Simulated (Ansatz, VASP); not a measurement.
# LiCl: VASP beside Ansatz

```xyz
2
Lattice="0.0000 2.5560 2.5560 2.5560 0.0000 2.5560 2.5560 2.5560 0.0000" Properties=species:S:1:pos:R:3 pbc="T T T"
Li    0.0000    0.0000    0.0000
Cl    2.5560    2.5560    2.5560
```

Alike in both runs: task single point; functional LDA; k mesh 8 × 8 × 8; no spin polarisation.

```csv
,VASP,Ansatz
version,VASP 6.6.1,Ansatz 0.2.0
potentials or method,"VASP PAW LDA potentials, release 64 (Li_sv, Cl)","plane waves, PAW"
plane-wave cutoff (eV),520,420
occupations,"gaussian, width 0.01 eV",fixed
valence electrons in the cell,10,10
```

```csv
,VASP,Ansatz,Ansatz less VASP
gap on the k mesh at the Fermi level (eV),6.06,6.05,-0.019
```

 A k mesh can miss the band edges. Expect the measured gap to be larger: semilocal functionals such as LDA lack the derivative discontinuity.
